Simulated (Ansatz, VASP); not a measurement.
**Fe: VASP beside Ansatz**

```
Fe
1.0
     0.00000    2.37809    2.37809
     2.37809    0.00000    2.37809
     2.37809    2.37809    0.00000
Fe
2
Direct
  0.12500 0.12500 0.12500
  0.87500 0.87500 0.87500
```

Alike in both runs: task single point; functional LDA; k mesh 13 × 13 × 13; occupations fermi-dirac, width 0.1 eV; no spin polarisation.

|  | VASP | Ansatz |
| --- | --- | --- |
| version | VASP 6.6.1 | Ansatz 0.2.0 |
| potentials or method | VASP PAW LDA potentials, release 64 (Fe) | plane waves (420 eV) with PAW, scalar-relativistic |
| plane-wave cutoff (eV) | 520 | 420 |
| valence electrons in the cell | 16 | 32 |

VASP gave:

```
pressure (GPa) : -2.1
```

Problem. What did Ansatz give for the same quantities?

Solution. Pressure (GPa): 0.0.

The two sets of potentials don't hold the same shells in valence. Ansatz warned: «pseudo_functional_mismatch».

Caveats: the run has no spin polarisation, though such a crystal can be magnetic. Spin polarisation is off, so any magnetic state and its effect on volume and gap are missing.
